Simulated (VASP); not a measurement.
## Si (a cell with a defect): relaxation of the atoms with PBE

Crystal: Si (a cell with a defect).

```
Si
1.0
     0.00000    5.43000    5.43000
     5.43000    0.00000    5.43000
     5.43000    5.43000    0.00000
Si
17
Direct
  0.00000 0.00000 0.00000
  0.12500 0.12500 0.12500
  0.00000 0.00000 0.50000
  0.12500 0.12500 0.62500
  0.00000 0.50000 0.00000
  0.12500 0.62500 0.12500
  0.00000 0.50000 0.50000
  0.12500 0.62500 0.62500
  0.50000 0.00000 0.00000
  0.62500 0.12500 0.12500
  0.50000 0.00000 0.50000
  0.62500 0.12500 0.62500
  0.50000 0.50000 0.00000
  0.62500 0.62500 0.12500
  0.50000 0.50000 0.50000
  0.62500 0.62500 0.62500
  0.75825 0.24388 0.74879
```

The cell was built by a generator and needn't be a form met in nature.

* Program: VASP 6.6.1
* Task: relaxation of the atoms
* Functional: PBE
* Potentials or basis: VASP PAW PBE potentials, release 64 (Si)
* Cutoff: 520 eV
* k mesh: 2 × 2 × 2
* Occupations: fermi-dirac, width 0.05 eV
* Spin: no spin polarisation
* Dipole correction: no
* Further INCAR settings: LREAL = Auto; ALGO = Fast; EDIFF = 1e-07; IBRION = 2; EDIFFG = -0.03; NSW = 80

The energy gained by relaxing is 8.0 meV/atom, the ionic steps are 7 and the pressure after relaxing is 5.3 GPa. The largest force after relaxing is 0.024 eV/Å and the band gap on the k mesh is none (metal or under the smearing width).

Forces in eV/Å, atoms in the order of the input:
```
Si  -0.008 -0.004  0.009
Si  -0.005  0.005 -0.010
Si   0.004  0.007  0.009
Si  -0.002  0.001 -0.004
Si   0.002 -0.002 -0.001
Si   0.008  0.000  0.005
Si  -0.013  0.013 -0.005
Si   0.000 -0.008  0.005
Si   0.004 -0.004  0.006
Si   0.000  0.015 -0.007
Si   0.007 -0.006  0.001
Si  -0.015  0.000 -0.007
Si  -0.003  0.002 -0.006
Si   0.001 -0.001  0.001
Si  -0.002  0.003 -0.007
Si   0.005 -0.005  0.013
Si   0.017 -0.016 -0.003
```

The path:
| step | energy change (eV) | largest force (eV/Å) | pressure (GPa) |
| --- | --- | --- | --- |
| 1 | 0.0000 | 1.2305 | 5.84 |
| 2 | -0.1302 | 0.1714 | 5.33 |
| 3 | -0.1308 | 0.2244 | 5.31 |
| 4 | -0.1344 | 0.0799 | 5.30 |
| 5 | -0.1344 | 0.0832 | 5.30 |
| 6 | -0.1351 | 0.0444 | 5.31 |
| 7 | -0.1352 | 0.0235 | 5.31 |

Final structure:
```
Si
1.0
     0.00000    5.43000    5.43000
     5.43000    0.00000    5.43000
     5.43000    5.43000    0.00000
Si
17
Cartesian
  5.4291 0.0338 5.4307
  1.3632 1.3517 1.3642
  8.1111 2.7159 5.4307
  4.0418 4.1032 1.3886
  2.7153 5.4297 8.1450
  4.0660 1.3525 4.0669
  5.4289 2.7161 2.7483
  6.7925 4.0790 4.0668
  5.4296 2.7154 8.1120
  1.3805 4.0946 4.0500
  8.1352 5.4394 8.1477
  4.0502 6.7643 4.0497
  2.7472 2.7156 5.4299
  4.0672 4.0777 6.7922
  5.4294 5.3977 5.4299
  6.8060 6.7690 6.8056
  5.4169 8.1575 5.4334
```

Levels at points of the mesh, in eV from the Fermi level:
```
           k point  band 31  band 32  band 33  band 34  band 35  band 36  band 37  band 38
(0.00, 0.00, 0.00)    -0.79    -0.79    -0.79    -0.22    -0.21    -0.20     0.11     0.11
(0.50, 0.00, 0.00)    -1.54    -1.40    -1.40    -0.31     0.56     0.57     0.92     0.92
(0.00, 0.50, 0.00)    -1.54    -1.40    -1.40    -0.31     0.56     0.57     0.93     0.93
(0.00, 0.00, 0.50)    -1.54    -1.40    -1.40    -0.31     0.55     0.58     0.93     0.93
(0.50, 0.50, 0.50)    -1.54    -1.40    -1.40    -0.31     0.55     0.58     0.93     0.93
(0.50, 0.50, 0.00)    -2.00    -1.86    -0.96     0.05     0.74     1.05     1.06     1.17
(0.00, 0.50, 0.50)    -2.00    -1.86    -0.96     0.05     0.74     1.05     1.06     1.17
(0.50, 0.00, 0.50)    -2.00    -1.86    -0.96     0.05     0.74     1.05     1.06     1.17
```

Run time: 26 min on 1 thread of Intel(R) Xeon(R) Platinum 8488C (Sapphire Rapids) (shared host), peak memory 0.5 GiB.

Caveat: the k mesh is coarse (spacing up to 0.50 Å⁻¹), so the values aren't converged.
